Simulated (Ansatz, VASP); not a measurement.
TePb in VASP and in Ansatz

File INCAR:

```
SYSTEM = TePb
ALGO     = Normal         ! electronic algorithm
EDIFF    = 1E-7           ! SCF threshold, eV
ENCUT    = 520            ! plane-wave cutoff, eV
GGA      = PE             ! functional
ISIF     = 2              ! what is computed and relaxed
ISMEAR   = 0              ! smearing method
LASPH    = .TRUE.         ! aspherical terms in the spheres
LCHARG   = .FALSE.        ! write CHGCAR
LREAL    = .FALSE.        ! projectors in reciprocal space
LWAVE    = .FALSE.        ! write WAVECAR
NBANDS   = 17             ! bands
NELM     = 100            ! most SCF steps
PREC     = Accurate       ! precision mode
SIGMA    = 0.024          ! smearing width, eV
```

File KPOINTS:

```
k-points
0
G
  7 7 7
  0 0 0
```

POSCAR

```
TePb
1.0
    0.0000000000      3.2310000000      3.2310000000
    3.2310000000      0.0000000000      3.2310000000
    3.2310000000      3.2310000000      0.0000000000
Pb Te
1 1
Direct
    0.0000000000      0.0000000000      0.0000000000
    0.5000000000      0.5000000000      0.5000000000
```

Contents of input.yaml:

```yaml
crystal:
  lattice:
    - [0.0, 3.231, 3.231]
    - [3.231, 0.0, 3.231]
    - [3.231, 3.231, 0.0]
  atoms:
    - { symbol: Pb, position: [0.0, 0.0, 0.0] }
    - { symbol: Te, position: [0.5, 0.5, 0.5] }
kpoints:
  mp_grid: { grid: [7, 7, 7] }
scf:
  occupations: { method: gaussian, width: 0.024 }
hamiltonian:
  xc: pbe
  pseudopotentials: { kind: all_electron, lapw: { basis_error: 0.001 } }
output:
  forces: true
  stress: true
  eigenvalues: true
```

Alike in both runs: task single point; functional PBE; k mesh 7 × 7 × 7; occupations gaussian, width 0.024 eV; no spin polarisation.

|  | VASP | Ansatz |
| --- | --- | --- |
| version | VASP 6.6.1 | Ansatz 0.2.0 |
| potentials or method | VASP PAW PBE potentials, release 64 (Pb_d, Te) | all-electron LAPW, scalar-relativistic |
| plane-wave cutoff (eV) | 520 | see its input |

```tsv
	VASP	Ansatz	Ansatz less VASP
gap on the k mesh at the Fermi level (eV)	1.01	1.01	-0.004
least direct gap on the mesh (eV)	1.01	1.01	-0.004
pressure (GPa)	2.1	2.1	+0.05
```

Ansatz ran all-electron here, so the differences hold the error of VASP's frozen core and of both bases.

The runs have no spin-orbit coupling, so splittings on Pb, Te are missing.
